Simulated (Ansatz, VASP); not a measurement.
**HfS2: VASP beside Ansatz**

One calculation is typed for both programs; each brings its own data sets. How far apart do they land? The structure shown is the start of the Ansatz relaxation below; VASP solves that cell, so the two are compared at the walk's first step.

Program: Ansatz 0.2.0. Level of theory: plane waves, with VASP 6.6.1 beside it; single point at PBE with D3(BJ). Results are calculated unless marked as measured.

## Step 1: Starting point

The cell holds 3 atoms: 2 S and 1 Hf. Cell: a = 3.640 Å, b = 3.640 Å, c = 32.900 Å, α = 90.0°, β = 90.0°, γ = 120.0°. It derives from HfS2. Vacuum lies along c.

## Step 2: Ansatz: relaxation, PBE with D3(BJ)

Ansatz runs on its PAW soft_1 files.

The two programs are compared at the cell with which this relaxation starts, whose forces are those of its first step.

input.yaml reads:

```yaml
crystal:
  lattice:
    - [3.63966418, 0.0, 0.0]
    - [-1.81983209, 3.1520416411, 0.0]
    - [0.0, 0.0, 32.9]
  atoms:
    - { symbol: S, position: [0.33333333, 0.66666666, 0.4565530977] }
    - { symbol: Hf, position: [0.0, 0.0, 0.5] }
    - { symbol: S, position: [0.66666667, 0.33333334, 0.5434469023] }
  periodic: [true, true, false]
kpoints:
  mp_grid: { grid: [6, 6, 1] }
hamiltonian:
  xc: pbe
  dispersion: d3bj
  pseudopotentials: { kind: paw, azcp: { folder: soft_1 } }
scf:
  occupations: { method: fermi_dirac, width: 0.02 }
relax:
  f_tol: 0.01
  max_steps: 100
  cell: {}
```

Launch:

```bash
ansatz run input.yaml --threads 4 --pin off --max-ram 17510MiB --backend cpu --events-out ev --progress --plain --runs-dir out
```

Numbers of over 12 decimals in the logs are rounded to 6 here.

What it wrote:

```text
Engine: ansatz 0.2.0, aarch64-unknown-linux-gnu
Pseudopotentials: kind: paw
Pseudopotential: S, paw, valence charge 6, recommended cutoff 420 eV (normal), soft_1/S.paw.azcp
Pseudopotential: Hf, paw, valence charge 26, recommended cutoff 420 eV (normal), soft_1/Hf.paw.azcp
Functional definition: PBE
  parameter kappa = 0.804
  parameter beta = 0.066725
  exchange = pbe_x(kappa = kappa, mu = beta*pi^2/3)
  correlation = pbe_c(beta = beta)
Crystal: 3 atoms, lattice volume = 377.441 Å³
Basis set: ecut = 420 eV, 7261 PW (Γ), exchange–correlation on 50×50×450 points (8 copies of the dense FFT grid, shifted against one another)
Bands: 23, of which v1, the nominal top of the filled ones, is band 19 counted from 1 (18 counted from 0)
Symmetry: 12 space group operations
Space group: P-3m1 (ITA 164), of the structure as read, at distance tolerance 7.2e-5 Å
k-points: 7 of 36
Non-local potential: S, projectors of the file, l = 0: 2, l = 1: 2, l = 2: 1
Non-local potential: Hf, projectors of the file, l = 0: 3, l = 1: 2, l = 2: 2, l = 3: 3
PAW form: soft (Blöchl's): semilocal exchange-correlation on the pseudo side does not see the compensation charge
PAW one-centre angular grid: S, 110 points (default); XC on 64 Gauss nodes
PAW one-centre angular grid: Hf, 590 points (default); XC on 64 Gauss nodes
Initial density: superposition of atomic densities (neutral atoms: chi_scale 0, normalization atom)
Initial wavefunctions: pseudopotential atomic-orbital guess
Functional: x = pbe(κ = 0.804, μ = 0.219515), c = pbe(β = 0.066725)
SCF iter   1: F=—  HF=-17532.628467 eV  |F-HF|=—  |Δ(HF+E_count)|=         —  Δρ=2.26e-2  dr2=3.10e0  ethr=3.10e-3  ⟨swp⟩=16.4  Hψ=1345  notcnv=0
preconditioner: auto → Resta (q_TF=auto, 1.861 Å⁻¹)  ε∞=1.8  [insulator: Δε(μ)=2.297 eV  Ē_g=11.548 eV  σ=0.020 eV  W_gap=1.00  n_scr=18 (ndim 8)  ℏωp=10.5 eV  f_vac=0.795  D(μ)=0.00/eV (n_scr^D=0)  ε∞_Penn≈1.8  vacuum switching on, ρ_ref=9.7e-3 e/Å³]
SCF iter   2: F=—  HF=-17531.779712 eV  |F-HF|=—  |Δ(HF+E_count)|=   8.49e-1  Δρ=9.02e-3  dr2=3.88e-1  ethr=3.10e-3  ⟨swp⟩=4.1  Hψ=448  notcnv=0
SCF iter   3: F=—  HF=-17531.717818 eV  |F-HF|=—  |Δ(HF+E_count)|=   6.19e-2  Δρ=4.67e-3  dr2=8.72e-2  ethr=1.02e-3  ⟨swp⟩=4.1  Hψ=447  notcnv=0
SCF iter   4: F=—  HF=-17531.709554 eV  |F-HF|=—  |Δ(HF+E_count)|=   8.26e-3  Δρ=2.03e-3  dr2=8.96e-3  ethr=2.29e-4  ⟨swp⟩=4.3  Hψ=405  notcnv=0
SCF iter   5: F=—  HF=-17531.711403 eV  |F-HF|=—  |Δ(HF+E_count)|=   1.85e-3  Δρ=3.03e-4  dr2=2.56e-4  ethr=2.36e-5  ⟨swp⟩=3.0  Hψ=309  notcnv=0
SCF iter   6: F=—  HF=-17531.711514 eV  |F-HF|=—  |Δ(HF+E_count)|=   1.11e-4  Δρ=8.64e-5  dr2=1.69e-5  ethr=6.74e-7  ⟨swp⟩=3.3  Hψ=402  notcnv=0
SCF iter   7: F=—  HF=-17531.711489 eV  |F-HF|=—  |Δ(HF+E_count)|=   2.49e-5  Δρ=2.54e-5  dr2=1.13e-6  ethr=4.45e-8  ⟨swp⟩=2.7  Hψ=338  notcnv=0
SCF iter   8: F=-17531.711490 eV  HF=-17531.711490 eV  |F-HF|=3.81e-8  |Δ(HF+E_count)|=   7.72e-7  Δρ=4.41e-6  dr2=8.46e-8  ethr=2.63e-10  ⟨swp⟩=8.4  Hψ=989  notcnv=0
SCF 1 converged in 8 iterations: F = -17531.711490 eV  dr2 = 8.46e-8
  greatest PAW one-centre occupation: 0.999 electrons in one spin orbital (limit 2), on the Hf atom at site 1 (counted from 0), in its partial waves of l = 0
relax step   1: F+E_penalty+E_count = -17531.71148979 eV  Δ(F+E_penalty+E_count) = +0.000e0 eV  max|allowed force component| = 1.887e-1 eV/Å  Δτ_max = 0.0000 Å  P = -0.026 N/m  Ω = 377.441 Å³  fix = [c, alpha, beta]  reactions: c -0.000 N/m  (8 SCF iters, dr2 threshold 1.00e-7 eV, accepted)
[...]
relax step   2: F+E_penalty+E_count = -17531.71044896 eV  Δ(F+E_penalty+E_count) = +1.041e-3 eV  max|allowed force component| = 2.592e-1 eV/Å  Δτ_max = 0.0479 Å  P = -0.412 N/m  Ω = 372.577 Å³  energy of the carried Pulay correction = +1.833e-4 eV  fix = [c, alpha, beta]  (7 SCF iters, dr2 threshold 3.00e-7 eV, rejected (line search))
[...]
relax step   3: F+E_penalty+E_count = -17531.71613068 eV  Δ(F+E_penalty+E_count) = -4.641e-3 eV  max|allowed force component| = 7.068e-3 eV/Å  Δτ_max = 0.0229 Å  P = -0.096 N/m  Ω = 374.427 Å³  energy of the carried Pulay correction = +1.133e-4 eV  fix = [c, alpha, beta]  reactions: c -0.000 N/m  (10 SCF iters, accepted)
[...]
relax step   4: F+E_penalty+E_count = -17531.71619068 eV  Δ(F+E_penalty+E_count) = -5.999e-5 eV  max|allowed force component| = 4.592e-3 eV/Å  Δτ_max = 0.0007 Å  P = -0.034 N/m  Ω = 374.004 Å³  energy of the carried Pulay correction = +1.293e-4 eV  fix = [c, alpha, beta]  reactions: c -0.000 N/m  (5 SCF iters, dr2 threshold 1.38e-8 eV, accepted)
[...]
relax step   5: F+E_penalty+E_count = -17531.71606760 eV  Δ(F+E_penalty+E_count) = +1.231e-4 eV  max|allowed force component| = 4.465e-3 eV/Å  Δτ_max = 0.0000 Å  P = -0.036 N/m  Ω = 374.004 Å³  fix = [c, alpha, beta]  reactions: c -0.000 N/m  stress off target by 3.58e-2 N/m on what of the cell is left free  SCF on the basis re-selected at this cell (its energy is not comparable with the rows above)  (8 SCF iters)
basis re-selected at this cell: Δ(F+E_penalty+E_count) = +1.231e-4 eV, ΔP = -0.001 N/m vs the last step (what re-selecting the basis moved, of the pressure what is left beyond the Pulay correction that the steps carried, after the strain that the cell walked since its last selection, with what the two solves' SCF thresholds leave and, on support functions, any second-order correction that the steps lacked; it is no m [...]
SCF converged after 8 iterations
Free energy (F): -17531.716068 eV
Harris-Foulkes:  -17531.716068 eV  (|F-HF|=8.37e-11)
Internal energy: -17531.716068 eV  (E = F + TS)
E sigma→0 (E₀):  -17531.716068 eV
Fermi energy:    -5.736759 eV
--- Per-component energies (eV) ---
  E_band       = -790.111405
  E_kinetic    = 615.928202
  E_local      = -89553.238926  (includes V_loc(G=0)·N_el)
  E_nonlocal   = 130.045143
  E_hartree    = 44257.663828
  E_xc         = -443.776957
  E_vxc        = -419.365376  (∫ρ·V_xc dr)
  E_paw        = -8914.796521  (= ΣΔE_a)
  E_vpaw       = -78.808151  (= ΣTr[D̂ρ^β])
  E_aug_tail   = 0.000082  (compensation charges beyond the density's cutoff)
  E_ewald      = 36377.142534
  E_disp       = -0.683453  (pairwise vdW)
  E_smearing   = -0.000000  (= −TS)
  E_closure    = 0.000000  (closes the sum)
  Σ components = -17531.716068   (vs F -17531.716068, Δ=0.00e0)
--- Forces (eV/Å), atoms counted from 1 ---
  atom   1  S      0.00000000    -0.00000000     0.00446492
  atom   2  Hf     0.00000000     0.00000000     0.00000000
  atom   3  S      0.00000000     0.00000000    -0.00446492
  max |Σ_I F_I| component: 9.25e-18 eV/Å
--- 2D stress c σ (N/m, compression-positive) ---
       -0.035827       0.000000      -0.000000
        0.000000      -0.035827      -0.000000
       -0.000000      -0.000000      -0.000000
  P = ½ c Tr σ = -0.0358 N/m
--- Relaxed structure (4 steps of the walk, 3 accepted, 1 SCFs on fresh bases) ---
  F+E_penalty+E_count = -17531.71606760 eV   max|allowed force component| = 4.465e-3 eV/Å   (the final SCF, on the basis selected at the relaxed cell)
  cell:  # Å, volume = 374.0038 Å³
    - [3.623054, 0.0, 0]
    - [-1.811527, 3.137656, 0]
    - [0, 0, 32.9]
  atoms:
    - { symbol: S, position: [0.333333, 0.666667, 0.455836] }
    - { symbol: Hf, position: [0, 0, 0.500000] }
    - { symbol: S, position: [0.666667, 0.333333, 0.544164] }
```

The column dr2 measures how far the density is from self-consistency, as an energy; F and HF (Harris–Foulkes) agree once it is small.

## Step 3: VASP: single point, PBE with D3(BJ), start cell

The same cell, functional, mesh and smearing now go to VASP, with its own data sets.

Lines of VASP's logs that name or quote its potential files are left out, and so is its time.

INCAR reads:

```
SYSTEM = HfS2
PREC = Accurate
ENCUT = 400
EDIFF = 1E-06
NELM = 120
ISMEAR = -1
SIGMA = 0.02
LREAL = .FALSE.
ALGO = Normal
GGA = PE
IVDW = 12
NBANDS = 17
LASPH = .TRUE.
LORBIT = 11
LWAVE = .FALSE.
LCHARG = .FALSE.
ISIF = 2
LDIPOL = .TRUE.
IDIPOL = 3
DIPOL = 0.5 0.5 0.5
LVHAR = .TRUE.
GGA_COMPAT = .FALSE.
EFERMI = MIDGAP
NELMDL = -8
KPAR = 2
```

POSCAR reads:

```
HfS2
1.0
    3.6396640000      0.0000000000      0.0000000000
   -1.8198320000      3.1520420000      0.0000000000
    0.0000000000      0.0000000000     32.9000000000
S Hf
2 1
Direct
    0.3333332805      0.6666665609      0.4565531003
    0.6666667195      0.3333334391      0.5434468997
    0.0000000000      0.0000000000      0.5000000000
```

KPOINTS reads:

```
Automatic mesh
0
Gamma
6 6 1
0 0 0
```

The projector-augmented-wave data sets are S and Hf_pv (PBE family, release 64).

Launch:

```bash
mpirun -np 2 vasp_std
```

What it wrote:

```text
[banner, memory and clock lines left out]
running    2 mpi-ranks, on    1 nodes
 distrk:  each k-point on    1 cores,    2 groups
 distr:  one band on    1 cores,    1 groups

 POSCAR found type information on POSCAR S Hf
 POSCAR found :  2 types and       3 ions
 LDA part: xc-table for (Slater+PW92), standard interpolation
 POSCAR, INCAR and KPOINTS ok, starting setup
 FFT: planning ... GRIDC
 FFT: planning ... GRID_SOFT
 FFT: planning ... GRID
 WAVECAR not read
 entering main loop
       N       E                     dE             d eps       ncg     rms          rms(c)
DAV:   1     0.105648392407E+03    0.10565E+03   -0.82067E+03   310   0.736E+02
DAV:   2    -0.102169910866E+02   -0.11587E+03   -0.11141E+03   342   0.151E+02
DAV:   3    -0.244989313284E+02   -0.14282E+02   -0.14232E+02   275   0.552E+01
DAV:   4    -0.247779317762E+02   -0.27900E+00   -0.27804E+00   364   0.957E+00
DAV:   5    -0.247836919665E+02   -0.57602E-02   -0.57541E-02   316   0.138E+00
DAV:   6    -0.247839614432E+02   -0.26948E-03   -0.26896E-03   364   0.284E-01
DAV:   7    -0.247839720793E+02   -0.10636E-04   -0.10631E-04   348   0.536E-02
DAV:   8    -0.247839726278E+02   -0.54858E-06   -0.54858E-06   340   0.120E-02    0.494E+01
DAV:   9    -0.230192043218E+02    0.17648E+01   -0.51319E+00   270   0.106E+01    0.367E+01
DAV:  10    -0.230622189964E+02   -0.43015E-01   -0.25611E+00   297   0.898E+00    0.805E+00
DAV:  11    -0.229095665732E+02    0.15265E+00   -0.67650E-01   288   0.453E+00    0.251E+00
DAV:  12    -0.229088311943E+02    0.73538E-03   -0.53826E-02   349   0.136E+00    0.815E-01
DAV:  13    -0.229084402181E+02    0.39098E-03   -0.56330E-03   330   0.386E-01    0.389E-01
DAV:  14    -0.229081356374E+02    0.30458E-03   -0.58923E-04   336   0.132E-01    0.103E-01
[...]
DAV:  18    -0.229085506370E+02   -0.12832E-03   -0.13041E-05   326   0.139E-02    0.207E-02
DAV:  19    -0.229086338629E+02   -0.83226E-04   -0.43263E-06   318   0.684E-03    0.173E-02
DAV:  20    -0.229086989501E+02   -0.65087E-04   -0.10331E-06   289   0.392E-03    0.261E-03
DAV:  21    -0.229087359857E+02   -0.37036E-04   -0.81375E-07   287   0.342E-03    0.754E-03
DAV:  22    -0.229087532668E+02   -0.17281E-04   -0.43128E-07   233   0.208E-03    0.207E-03
DAV:  23    -0.229087564216E+02   -0.31548E-05   -0.50003E-08   248   0.876E-04    0.753E-04
DAV:  24    -0.229087604193E+02   -0.39977E-05   -0.12844E-07   238   0.847E-04    0.120E-04
DAV:  25    -0.229087610199E+02   -0.60062E-06   -0.10073E-08   266   0.331E-04
   1 F= -.23588794E+02 E0= -.23588794E+02  d E =-.547572E-15
```

Parts of OUTCAR (step 3):

```text
ion  position               nearest neighbor table
   1  0.333  0.667  0.457-   3 2.54   3 2.54   3 2.54
   2  0.667  0.333  0.543-   3 2.54   3 2.54   3 2.54
   3  0.000  0.000  0.500-   1 2.54   2 2.54   2 2.54   1 2.54   1 2.54   2 2.54

  LATTYP: Found a hexagonal cell.
 ALAT       =     3.6396640000
 C/A-ratio  =     9.0392959350

 Subroutine GETGRP returns: Found 12 space group operations
 (whereof 12 operations were pure point group operations)

The static configuration has the point symmetry D_3d.

 Found      7 irreducible k-points:

   k-points           NKPTS =      7   k-points in BZ     NKDIM =      7   number of bands    NBANDS=     17

   dimension x,y,z NGX =    24 NGY =   24 NGZ =  216
   dimension x,y,z NGXF=    48 NGYF=   48 NGZF=  432

   ENCUT  =  400.0 eV  29.40 Ry    5.42 a.u.   5.94  5.94 53.65*2*pi/ulx,y,z

   NELECT =      22.0000    total number of electrons

 k-points in reciprocal lattice and weights: Automatic mesh
   0.00000000  0.00000000  0.00000000       0.028
   0.16666667  0.00000000  0.00000000       0.167
   0.33333333 -0.00000000  0.00000000       0.167
   0.50000000  0.00000000  0.00000000       0.083
   0.16666667  0.16666667  0.00000000       0.167
   0.33333333  0.16666667  0.00000000       0.333
   0.33333333  0.33333333  0.00000000       0.056

 dipolmoment           0.000000      0.000000     -0.000000 electrons x Angstroem

 average (electrostatic) potential at core
       1 -95.0106       2 -95.0106       3 -47.1265

 E-fermi :  -4.0332

 k-point     1 :       0.0000    0.0000    0.0000
  band No.  band energies     occupation
    ...
      7      -7.3546      2.00000
      8      -7.3546      2.00000
      9      -5.5346      2.00000
     10      -4.7031      2.00000
     11      -4.7031      2.00000
     12      -2.6199      0.00000
     13      -2.6199      0.00000
     14      -1.8260      0.00000
     15       0.6796      0.00000
     16       1.1311      0.00000
    ...

 k-point     2 :       0.1667    0.0000    0.0000
  band No.  band energies     occupation
    ...
      7      -7.8154      2.00000
      8      -7.2039      2.00000
      9      -6.1941      2.00000
     10      -5.2818      2.00000
     11      -5.1322      2.00000
     12      -2.7291      0.00000
     13      -1.8457      0.00000
     14      -1.3081      0.00000
     15       0.2578      0.00000
     16       1.0211      0.00000
    ...

 k-point     3 :       0.3333   -0.0000    0.0000
  band No.  band energies     occupation
    ...
      7      -7.8840      2.00000
      8      -7.1672      2.00000
      9      -7.0590      2.00000
     10      -5.7470      2.00000
     11      -5.5164      2.00000
     12      -3.1959      0.00000
     13      -0.9473      0.00000
     14      -0.6849      0.00000
     15       1.0675      0.00000
     16       1.3196      0.00000
    ...

 Edisp (eV)   -0.68003

  Total      -0.28420    -0.28420     0.32906    -0.00000     0.00000     0.00000
  in kB      -1.20639    -1.20639     1.39681    -0.00000     0.00000     0.00000
  external pressure =       -0.34 kB  Pullay stress =        0.00 kB

  energy-cutoff  :      400.00
  volume of cell :      377.44
      direct lattice vectors                 reciprocal lattice vectors
     3.639664000  0.000000000  0.000000000     0.274750636  0.158627328  0.000000000
    -1.819832000  3.152042000  0.000000000     0.000000000  0.317254656  0.000000000
     0.000000000  0.000000000 32.900000000     0.000000000  0.000000000  0.030395137

 POSITION                                       TOTAL-FORCE (eV/Angst)
 -----------------------------------------------------------------------------------
      0.00000      2.10136     15.02060         0.000000      0.000000     -0.124282
      1.81983      1.05068     17.87940        -0.000000     -0.000000      0.124282
      0.00000      0.00000     16.45000         0.000000     -0.000000      0.000000
 -----------------------------------------------------------------------------------
    total drift:                               -0.000000      0.000000      0.000000

  FREE ENERGIE OF THE ION-ELECTRON SYSTEM (eV)
  ---------------------------------------------------
  free  energy   TOTEN  =       -23.5887941085 eV

  energy  without entropy=      -23.5887941085  energy(sigma->0) =      -23.58879411

 vacuum level on the upper side and lower side of the slab         1.693         1.693

 total charge
# of ion       s       p       d       tot
------------------------------------------
    1        1.340   2.436   0.000   3.776
    2        1.340   2.436   0.000   3.776
    3        0.311   6.528   1.430   8.269
--------------------------------------------------
tot          2.991  11.399   1.430  15.821

[... 3 further parts left out ...]
```

## Step 4: Side by side

Known differences besides the potentials themselves: Ansatz cuts the interaction across the vacuum, VASP repeats the sheet with a dipole correction; the data sets hold 38 valence electrons in Ansatz (on its PAW soft_1 files) and 22 in VASP; the cutoff is 420 eV in Ansatz and 400 eV in VASP. Total energies have different zeros and are not compared.

Forces (eV/Å; atoms numbered as in POSCAR):

```
atom        Ansatz x, y, z          VASP x, y, z
  S1  0.000, 0.000, -0.189  0.000, 0.000, -0.124
  S2   0.000, 0.000, 0.189   0.000, 0.000, 0.124
 Hf3   0.000, 0.000, 0.000   0.000, 0.000, 0.000
```

The forces differ by 30 meV/Å r.m.s., which is 51.8 % of the r.m.s. force of 0.059 eV/Å (both taken over all components). With vacuum in the cell, a pressure given here is an average over mostly empty space and none of the material.

## Step 5: Outcome

| Quantity | Value |
| --- | --- |
| r.m.s. force difference (single point, PBE with D3(BJ), start cell) | 30 meV/Å |

The r.m.s. force difference is 30 meV/Å (single point, PBE with D3(BJ), start cell), beyond the 12 meV/Å picked in this series as the mark of a large difference. The data sets hold unlike numbers of valence electrons (38 in Ansatz and 22 in VASP), so part of the differences comes from the potentials. What causes the difference of the single point, PBE with D3(BJ), start cell pair stays open here. How closely two codes agree says nothing of how well the functional describes the real material.

[Lines on the potential files, build, host, timing and source positions are cut from VASP's logs without a mark.]

[Logs are printed without paths, hosts, clocks, repeated set-up lines and the standing remarks that a program may print on its own settings, such as how far it seeks lower states.]

[Hosts, paths, dates, database ids (printed as entryN), source tags and the programs' standing remarks are cut or masked in the printed files.]
